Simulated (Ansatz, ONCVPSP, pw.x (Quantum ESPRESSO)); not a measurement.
## pw.x on fcc Co: one setting changed

Potential: optimised norm-conserving Vanderbilt (ONCV), ONCVPSP 4.0.1.1 (patched build), PBE; core [Ne], reference 3s2 3p6 3d7 4s2; waves: 3s+4s: rc 1.00 bohr, ncon 3, nbas 6, qcut 12.5 1/bohr, 2 projectors; 3p: rc 1.10 bohr, ncon 4, nbas 9, qcut 11 1/bohr, 2 projectors, debl 3.8 Ha; 3d: rc 1.45 bohr, ncon 4, nbas 9, qcut 12.7 1/bohr, 1 projector; local part: polynomial inside 0.95 bohr (lpopt 5, dvloc0 4 Ha); core correction: Teter function, fcfact 3, rcfact 1.24.

The reference run (k-mesh 16³, cutoffs 150/600 Ry, Fermi–Dirac 0.01 Ry, mixing_beta 0.4, conv_thr 1e-9, no spin) gives 0.50 GPa at 10.382 Å³/atom, where all-electron LAPW gives -0.50 GPa. This run, with its own iteration cap, changes ecutrho/ecutwfc to 16.

```
&control
  calculation='scf', prefix='x', pseudo_dir='./', outdir='./tmp', tstress=.true., disk_io='none'
/
&system
  ibrav=0, nat=1, ntyp=1, ecutwfc=150, ecutrho=2400, nbnd=17,
  occupations='smearing', smearing='fd', degauss=0.01
/
&electrons
  conv_thr=1e-09, mixing_beta=0.4, electron_maxstep=60
/
ATOMIC_SPECIES
Co 1.0 Co.UPF
CELL_PARAMETERS angstrom
  0.00000000 1.73147813 1.73147813
  1.73147813 0.00000000 1.73147813
  1.73147813 1.73147813 0.00000000
ATOMIC_POSITIONS crystal
Co 0.0000 0.0000 0.0000
K_POINTS automatic
16 16 16 0 0 0
```

```bash
pw.x < Co.scf.in > Co.scf.out
```

Problem. How does the run end?

Solution. It converges in 8 iterations; the free energy moves by +0.0 meV/atom and the pressure by +0.00 GPa. The result is that of the reference run.

```
Message from routine setup:
     using ibrav=0 with symmetry is DISCOURAGED, use correct ibrav instead
     lattice parameter (alat)  =       4.6273  a.u.
     unit-cell volume          =      70.0612 (a.u.)^3
     number of electrons       =        17.00
     number of Kohn-Sham states=           17
     kinetic-energy cutoff     =     150.0000  Ry
     charge density cutoff     =    2400.0000  Ry
     scf convergence threshold =      1.0E-09
     Exchange-correlation= PBE
     number of k points=   145  Fermi-Dirac smearing, width (Ry)=  0.0100
     iteration #  1     ecut=   150.00 Ry     beta= 0.40
     total energy              =    -290.79373899 Ry
     estimated scf accuracy    <       0.01331689 Ry
     iteration #  2     ecut=   150.00 Ry     beta= 0.40
     total energy              =    -290.79698786 Ry
     estimated scf accuracy    <       0.00380586 Ry
     iteration #  3     ecut=   150.00 Ry     beta= 0.40
     total energy              =    -290.79759727 Ry
     estimated scf accuracy    <       0.00023228 Ry
     [... 2 iterations left out ...]
     iteration #  6     ecut=   150.00 Ry     beta= 0.40
     total energy              =    -290.79760446 Ry
     estimated scf accuracy    <       0.00000003 Ry
     iteration #  7     ecut=   150.00 Ry     beta= 0.40
     total energy              =    -290.79760446 Ry
     estimated scf accuracy    <          5.9E-09 Ry
     iteration #  8     ecut=   150.00 Ry     beta= 0.40
     the Fermi energy is    19.8273 ev
!    total energy              =    -290.79760446 Ry
     estimated scf accuracy    <          6.0E-10 Ry
     smearing contrib. (-TS)   =      -0.01016440 Ry
     The total energy is F=E-TS. E is the sum of the following terms:
     one-electron contribution =    -132.29066574 Ry
     hartree contribution      =      77.57105928 Ry
     xc contribution           =     -33.58964589 Ry
     ewald contribution        =    -202.47818771 Ry
     convergence has been achieved in   8 iterations
          total   stress  (Ry/bohr**3)                   (kbar)     P=        5.00
     Message from routine punch:
     Nothing written, as per user request (disk_io='none')
```

The run took about 2.3 min on one core of a shared host (Neoverse-N1, 64 threads, 124 GiB, load 58).
